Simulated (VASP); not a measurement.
# BaTiO3 (P4mm) in VASP: further runs, part 2 of 2

VASP 6.6.1. Earlier steps stand in the parts before.

## (3) Relaxation of cell and atoms, r2SCAN

This run uses another cell than the first one, of 12.86 Å³/atom, 1.005 times its volume.

INCAR

```
  PREC = Accurate
  ENCUT = 600
  EDIFF = 1E-6
  ISMEAR = 0
  SIGMA = 0.03
  LREAL = False
  LASPH = True
  NELM = 80
  ALGO = Normal
  ISIF = 3
  LWAVE = False
  LCHARG = False
  METAGGA = R2SCAN
  LMIXTAU = True
  IBRION = 2
  NSW = 90
  EDIFFG = -0.01
  KPAR = 2
```

KPOINTS

```
regular mesh
0
Gamma
  8 8 8
```

POSCAR

```
BaTiO3
1.0
    3.9998000000      0.0000000000      0.0000000000
    0.0000000000      3.9998000000      0.0000000000
    0.0000000000      0.0000000000      4.0180000000
Ba Ti O
1 1 3
Direct
    0.0000000000      0.0000000000      0.0000000000
    0.5000000000      0.5000000000      0.4900000000
    0.5000000000      0.5000000000      0.0190000000
    0.5000000000      0.0000000000      0.5170000000
    0.0000000000      0.5000000000      0.5170000000
```

Potentials or basis: VASP PAW PBE potentials, release 64 (Ba_sv, Ti_sv, O).

The run is started by

```
> cat potpaw_PBE.64/Ba_sv/POTCAR potpaw_PBE.64/Ti_sv/POTCAR potpaw_PBE.64/O/POTCAR > POTCAR
> mpirun -np 2 vasp_std > vasp.out
```

OUTCAR:

```text
PREC = Accurate
   ENCUT = 600
   EDIFF = 1E-6
   ISMEAR = 0
   LREAL = False
   LASPH = True
   NELM = 80
   ISIF = 3
   METAGGA = R2SCAN
   IBRION = 2
   NSW = 90
   EDIFFG = -0.01

 ion  position               nearest neighbor table
   1  0.000  0.000  0.000-   4 2.79   5 2.79   5 2.79   4 2.79   3 2.83   3 2.83   3 2.83   3 2.83
                             4 2.88   5 2.88   5 2.88   4 2.88   2 3.45   2 3.45   2 3.45   2 3.45
   2  0.500  0.500  0.490-   3 1.89   4 2.00   5 2.00   4 2.00   5 2.00   3 2.13   1 3.45   1 3.45
                             1 3.45   1 3.45   1 3.49   1 3.49   1 3.49   1 3.49
   3  0.500  0.500  0.019-   2 1.89   2 2.13   1 2.83   1 2.83   1 2.83   1 2.83
   4  0.500  0.000  0.517-   2 2.00   2 2.00   1 2.79   1 2.79   1 2.88   1 2.88
   5  0.000  0.500  0.517-   2 2.00   2 2.00   1 2.79   1 2.79   1 2.88   1 2.88

  LATTYP: Found a simple tetragonal cell.
 ALAT       =     3.9998000000
 C/A-ratio  =     1.0045502275

  Lattice vectors:

 A1 = (   3.9998000000,   0.0000000000,   0.0000000000)
 A2 = (   0.0000000000,   3.9998000000,   0.0000000000)
 A3 = (   0.0000000000,   0.0000000000,   4.0180000000)

Analysis of symmetry for initial positions (statically):
=====================================================================
 Subroutine PRICEL returns:
 Original cell was already a primitive cell.

 Routine SETGRP: Setting up the symmetry group for a
 simple tetragonal supercell.

 Subroutine GETGRP returns: Found  8 space group operations
 (whereof  8 operations were pure point group operations)
 out of a pool of 16 trial point group operations.

The static configuration has the point symmetry C_4v.

Analysis of symmetry for dynamics (positions and initial velocities):
=====================================================================
 Subroutine PRICEL returns:
 Original cell was already a primitive cell.

 Routine SETGRP: Setting up the symmetry group for a
 simple tetragonal supercell.

 Subroutine GETGRP returns: Found  8 space group operations
 (whereof  8 operations were pure point group operations)
 out of a pool of 16 trial point group operations.

The dynamic configuration has the point symmetry C_4v.

 Subroutine INISYM returns: Found  8 space group operations
 (whereof  8 operations are pure point group operations),
 and found     1 'primitive' translations

----------------------------------------------------------------------------------------

                                     Primitive cell

  volume of cell :      64.2816

  direct lattice vectors                    reciprocal lattice vectors
     3.999800000  0.000000000  0.000000000     0.250012501  0.000000000  0.000000000
     0.000000000  3.999800000  0.000000000     0.000000000  0.250012501  0.000000000
     0.000000000  0.000000000  4.018000000     0.000000000  0.000000000  0.248880040

  length of vectors
     3.999800000  3.999800000  4.018000000     0.250012501  0.250012501  0.248880040

  position of ions in fractional coordinates (direct lattice)
     0.000000000  0.000000000  0.000000000
     0.500000000  0.500000000  0.490000000
     0.500000000  0.500000000  0.019000000
     0.500000000  0.000000000  0.517000000
     0.000000000  0.500000000  0.517000000

  ion indices of the primitive-cell ions
   primitive index   ion index
                 1           1
                 2           2
                 3           3
                 4           4
[... 67 lines left out ...]
   ISPIN  =      1    spin polarized calculation?
   LNONCOLLINEAR =      F non collinear calculations
   LSORBIT =      F    spin-orbit coupling
   LASPH  =      T    aspherical Exc in radial PAW
   ENCUT  =  600.0 eV  44.10 Ry    6.64 a.u.   7.99  7.99  8.02*2*pi/ulx,y,z
   NELM   =     80;   NELMIN=  2; NELMDL= -5     # of ELM steps
   EDIFF  = 0.1E-05   stopping-criterion for ELM
   LREAL  =      F    real-space projection
   EDIFFG = -.1E-01   stopping-criterion for IOM
   NSW    =     90    number of steps for IOM
   IBRION =      2    ionic relax: 0-MD 1-quasi-New 2-CG
   NFREE  =      1    steps in history (QN), initial steepest desc. (CG)
   ISIF   =      3    stress and relaxation
   ISYM   =      2    0-nonsym 1-usesym 2-fastsym
   POTIM  = 0.5000    time-step for ionic-motion
   TEBEG  =    0.0;   TEEND  =   0.0 temperature during run
   PSTRESS=    0.0 pullay stress
   NELECT =      40.0000    total number of electrons
   NUPDOWN=      -1.0000    fix difference up-down
   EMIN   =  10.00;   EMAX   =-10.00  energy-range for DOS
   EFERMI =   0.00;   METHOD = LEGACY
   ISMEAR =     0;   SIGMA  =   0.03  broadening in eV -4-tet -1-fermi 0-gaus
   EFERMI_NEDOS =   21; number of points for ismear=-14 and -15
   IALGO  =     38    algorithm
   IMIX   =      4    mixing-type and parameters
     AMIX     =   0.40;   BMIX     =  1.00
     AMIX_MAG =   1.60;   BMIX_MAG =  1.00
  volume/ion in A,a.u.               =      12.86        86.76
  Fermi-wavevector in a.u.,A,eV,Ry     =   1.397653  2.641181 26.578078  1.953434
  Thomas-Fermi vector in A             =   2.520888
   LORBIT       =      0    0 simple, 1 ext, 2 COOP (PROOUT), +10 PAW based schemes
   METAGGA = R2SCAN    functional components
   LHFCALC =     F    Hartree Fock is set to
   AEXX    =    0.0000 exact exchange contribution
   IVDW    =     0    specifies the selected vdW correction
   LEPSILON=     F    determine dielectric tensor
   LRPA    =     F    only Hartree local field effects (RPA)
 conjugate gradient relaxation of ions
 non-spin polarized calculation
 Gauss-broadening in eV      SIGMA  =   0.03
  energy-cutoff  :      600.00
  volume of cell :       64.28
 maximum number of plane-waves:      2176
 NGX is ok and might be reduce to    32
   NGX = 15   NGY = 15   NGZ = 17

--------------------------------------- Ionic step        1  -------------------------------------------

 number of electron      39.9999999 magnetization

 Free energy of the ion-electron system (eV)
  ---------------------------------------------------
  ext. energy  EPLUGINS =         0.00000000
  ---------------------------------------------------
  free energy    TOTEN  =       -74.25278669 eV

  energy without entropy =      -74.25278669  energy(sigma->0) =      -74.25278669

------------------------ aborting loop because EDIFF is reached ----------------------------------------

  FORCE on cell =-STRESS in cart. coord.  units (eV):
  Direction    XX          YY          ZZ          XY          YZ          ZX
  --------------------------------------------------------------------------------------
  -------------------------------------------------------------------------------------
  Total        0.2672985      0.2672985      0.6437133      0.0000000      0.0000000      0.0000000
  in kB        6.6622464      6.6622464     16.0441462      0.0000000      0.0000000      0.0000000
  external PRESSURE =       9.7895464 kB  Pullay stress =       0.0000000 kB
[... 98 lines left out ...]
  FREE ENERGIE OF THE ION-ELECTRON SYSTEM (eV)
  ---------------------------------------------------
  free  energy   TOTEN  =       -74.2607555206 eV

  energy  without entropy=      -74.2607555206  energy(sigma->0) =      -74.26075552

[... ionic steps 4 to 11 ...]

--------------------------------------- Ionic step       12  -------------------------------------------

 number of electron      39.9999998 magnetization

------------------------ aborting loop because EDIFF is reached ----------------------------------------
[... 73 lines left out ...]
--------------------------------------- Ionic step       14  -------------------------------------------

 number of electron      39.9999998 magnetization

 Free energy of the ion-electron system (eV)
  ---------------------------------------------------
  ext. energy  EPLUGINS =         0.00000000
  ---------------------------------------------------
  free energy    TOTEN  =       -74.27072314 eV

  energy without entropy =      -74.27072314  energy(sigma->0) =      -74.27072314

 E-fermi :   3.8005     XC(G=0): -11.7880

 val. band max:        3.5212488860   @ k =   0.5000   0.5000   0.5000
 cond. band min:       5.7017054882   @ k =   0.0000   0.0000   0.0000
 fundamental gap:      2.1804566021
 Fermi energy:         3.8005409497

 k-point     1 :       0.0000    0.0000    0.0000
  band No.  band energies     occupation
      1     -55.3317      2.00000
      2     -30.5811      2.00000
      3     -30.4816      2.00000
      4     -30.4816      2.00000
      5     -22.1870      2.00000
      6     -14.4405      2.00000
[... 637 lines left out ...]
     23       7.4663      0.00000
     24       8.4537      0.00000

 [... further k-points ...]
[... 5 lines left out ...]
  --------------------------------------------------------------------------------------
  -------------------------------------------------------------------------------------
  Total        0.0016549      0.0016549      0.0132369      0.0000000      0.0000000      0.0000000
  in kB        0.0405279      0.0405279      0.3241764      0.0000000      0.0000000      0.0000000
  external PRESSURE =       0.1350774 kB  Pullay stress =       0.0000000 kB
[... 20 lines left out ...]
  FREE ENERGIE OF THE ION-ELECTRON SYSTEM (eV)
  ---------------------------------------------------
  free  energy   TOTEN  =       -74.2707231379 eV

  energy  without entropy=      -74.2707231379  energy(sigma->0) =      -74.27072314

 reached required accuracy - stopping structural energy minimisation
```

OSZICAR:

```text
N       E                     dE             d eps       ncg     rms          rms(c)
DAV:   1     0.466640018014E+03    0.46664E+03   -0.23703E+04  3600   0.206E+03
DAV:   2    -0.367579474237E+02   -0.50340E+03   -0.49580E+03  4376   0.537E+02
DAV:   3    -0.944403099381E+02   -0.57682E+02   -0.55704E+02  5344   0.164E+02
DAV:   4    -0.971071837882E+02   -0.26669E+01   -0.26652E+01  5184   0.328E+01
[... 140 lines left out ...]
DAV:   1    -0.742706747111E+02    0.24522E-04   -0.85671E-03  4376   0.104E+00    0.405E-02
DAV:   2    -0.742707276607E+02   -0.52950E-04   -0.51681E-04  3760   0.183E-01    0.259E-02
DAV:   3    -0.742707218950E+02    0.57657E-05   -0.38754E-05  4704   0.626E-02    0.106E-02
DAV:   4    -0.742707231220E+02   -0.12270E-05   -0.82803E-06  4736   0.285E-02    0.310E-03
DAV:   5    -0.742707231379E+02   -0.15888E-07   -0.11053E-06  2528   0.104E-02
  14 F= -.74270723E+02 E0= -.74270723E+02  d E =-.109314E-03
```

It took 9.5 min on 2 MPI ranks of Intel Xeon 6975P-C (Granite Rapids), shared host; peak memory 0.3 GiB.

What came out:

```yaml
Free_energy: -74.2707 eV
Relaxed_volume: 13.08 Å³/atom
Relaxed_cell: a = 3.987 Å, b = 3.987 Å, c = 4.115 Å, α = 90.00°, β = 90.00°, γ = 90.00°
Space_group_after_relaxing_to_0.05_Å: P4mm (No. 99)
Energy_gained_by_relaxing: 3.6 meV/atom
Ionic_steps: 14
Pressure_after_relaxing: 0.0 GPa
Band_gap_on_the_k_mesh: 2.18 eV, indirect (least direct gap 2.66 eV)
```

Forces on the atoms (eV/Å):
```
Ba   0.000  0.000  0.003
Ti   0.000  0.000  0.000
O    0.000  0.000  0.002
O    0.000  0.000 -0.003
O    0.000  0.000 -0.003
```

The path:
| step | energy change (eV) | largest force (eV/Å) | pressure (GPa) | volume (Å³) |
| --- | --- | --- | --- | --- |
| 1 | 0.0000 | 0.3061 | 0.98 | 64.28 |
| 2 | -0.0077 | 0.2206 | -0.66 | 65.01 |
| 3 | -0.0080 | 0.2031 | -1.04 | 65.18 |
| 4 | -0.0126 | 0.1118 | 0.05 | 64.97 |
| 5 | -0.0127 | 0.0963 | 0.23 | 64.93 |
| 6 | -0.0145 | 0.0767 | 0.21 | 65.02 |
| 7 | -0.0164 | 0.0971 | 0.19 | 65.19 |
| 8 | -0.0165 | 0.1094 | 0.21 | 65.24 |
| 9 | -0.0174 | 0.0721 | -0.30 | 65.49 |
| 10 | -0.0174 | 0.0648 | -0.36 | 65.54 |
| 11 | -0.0178 | 0.0570 | 0.19 | 65.38 |
| 12 | -0.0178 | 0.0494 | 0.08 | 65.41 |
| 13 | -0.0179 | 0.0173 | 0.00 | 65.42 |
| 14 | -0.0179 | 0.0029 | 0.01 | 65.42 |

Final structure:
```
Ba Ti O
1.0
     3.98727    0.00000    0.00000
     0.00000    3.98727    0.00000
     0.00000    0.00000    4.11497
Ba Ti O
1 1 3
Direct
  0.00000 0.00000 0.99717
  0.50000 0.50000 0.47920
  0.50000 0.50000 0.03310
  0.50000 0.00000 0.51676
  0.00000 0.50000 0.51676
```

Caveat: the PAW data sets were made with another functional, which shifts forces and pressure a little; spin-orbit coupling is left out, which moves the levels of the heavy elements.

## (4) Relaxation of cell and atoms, r2SCAN

This run uses another cell than the first one, of 13.08 Å³/atom, 1.023 times its volume.

INCAR: that of step 3 with these lines changed.

```diff
@@ -2,3 +2,3 @@
   ENCUT = 600
-  EDIFF = 1E-6
+  EDIFF = 1E-7
   ISMEAR = 0
@@ -16,3 +16,3 @@
   NSW = 90
-  EDIFFG = -0.01
+  EDIFFG = -0.005
   KPAR = 2
```

KPOINTS is that of step 3.

POSCAR

```
BaTiO3                                  
1.0
    3.9872653553      0.0000000000      0.0000000000
    0.0000000000      3.9872653553      0.0000000000
    0.0000000000      0.0000000000      4.1149707463
  Ba              Ti              O             
     1     1     3
Direct
     0.0000000000000000    0.0000000000000000    0.9971689026408103
     0.5000000000000000    0.5000000000000000    0.4792036959588432
     0.5000000000000000    0.5000000000000000    0.0331038404906195
     0.5000000000000000    0.0000000000000000    0.5167617804548665
     0.0000000000000000    0.5000000000000000    0.5167617804548665
```

The run is started by

```
> cat potpaw_PBE.64/Ba_sv/POTCAR potpaw_PBE.64/Ti_sv/POTCAR potpaw_PBE.64/O/POTCAR > POTCAR
> mpirun -np 2 vasp_std > vasp.out
```

Run time: 2.1 min. Hardware: 2 MPI ranks of Intel Xeon 6975P-C (Granite Rapids), shared host; peak memory 0.29 GiB.

The run converged. Its results:

```yaml
Free_energy: -74.2732 eV
Pressure_after_relaxing: 0.0 GPa
Largest_force_after_relaxing: 0.004 eV/Å
Band_gap_on_the_k_mesh: 2.18 eV, indirect (least direct gap 2.66 eV)
```

Forces on the atoms (eV/Å):
```
Ba   0.000  0.000  0.001
Ti   0.000  0.000  0.004
O    0.000  0.000  0.003
O    0.000  0.000 -0.004
O    0.000  0.000 -0.004
```

Final structure:
```xyz
5
Lattice="3.9873 0.0000 0.0000 0.0000 3.9873 0.0000 0.0000 0.0000 4.1150" Properties=species:S:1:pos:R:3 pbc="T T T"
Ba    0.0000    0.0000    4.1033
Ti    1.9936    1.9936    1.9719
O     1.9936    1.9936    0.1362
O     1.9936    0.0000    2.1265
O     0.0000    1.9936    2.1265
```

Levels at points of the mesh, in eV from the valence-band top:
| k point | band 17 | band 18 | band 19 | band 20 | band 21 | band 22 | band 23 | band 24 |
| --- | --- | --- | --- | --- | --- | --- | --- | --- |
| (0.00, 0.00, 0.00) | -1.28 | -0.68 | -0.48 | -0.48 | 2.18 | 2.61 | 2.61 | 4.29 |
| (0.50, 0.00, 0.00) | -1.93 | -1.71 | -1.35 | -1.17 | 2.71 | 3.85 | 3.92 | 4.36 |
| (0.50, 0.50, 0.00) | -2.00 | -1.11 | -1.11 | -0.07 | 3.95 | 3.95 | 4.33 | 4.74 |
| (0.00, 0.00, 0.50) | -2.03 | -1.99 | -0.76 | -0.76 | 2.31 | 3.84 | 3.84 | 4.28 |
| (0.50, 0.00, 0.50) | -1.87 | -1.09 | -1.03 | -0.39 | 3.85 | 3.88 | 4.21 | 5.16 |
| (0.50, 0.50, 0.50) | -2.58 | -0.31 | -0.31 | 0.00 | 4.45 | 4.45 | 4.52 | 6.83 |

Caveat: the relaxation stopped at its first step, so nothing moved; the PAW data sets were made with another functional, which shifts forces and pressure a little; spin-orbit coupling is left out, which moves the levels of the heavy elements. A k mesh can miss the band edges.
